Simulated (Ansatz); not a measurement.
Crystal: TiO2.

```
Ti O
1.0
     1.47410   -4.79653    0.00000
     1.47410    4.79653    0.00000
     0.00000    0.00000   10.23522
Ti O
4 8
Cartesian
  1.4741 -3.5198 5.9686
  1.4741 3.5198 4.2666
  1.4741 -3.5198 9.3842
  1.4741 3.5198 0.8510
  1.4741 0.0000 5.1176
  1.4741 0.0000 0.0000
  1.4741 -4.1656 7.6764
  1.4741 4.1656 2.5588
  1.4741 -2.4405 1.0529
  1.4741 2.4405 9.1824
  1.4741 2.4405 6.1705
  1.4741 -2.4405 4.0648
```

Measurements of this composition are mostly on another form, of space group No. 141.

Program: Ansatz 0.2.0. Alike in all runs: potentials or basis Ansatz PAW; no spin polarisation; cell as given; cutoff (eV) 420; smearing fermi-dirac 0.05 eV.

Question: Order these runs on this cell by their pressure, lowest first.
A. level PBEsol; k mesh 9 × 9 × 3; points for each segment of the path 10; mesh quality not flagged
B. level BLYP; k mesh 9 × 9 × 3; points for each segment of the path 10; mesh quality not flagged
C. level PBE; k mesh 3 × 3 × 1; mesh quality coarse

Answer: A (-7.0 GPa), C (-1.3 GPa), B (3.0 GPa).

Caveats: some runs use coarse meshes; the PAW data sets come from PBE, with cores solved anew for the run's functional, which leaves a small shift of forces and pressure (some runs).
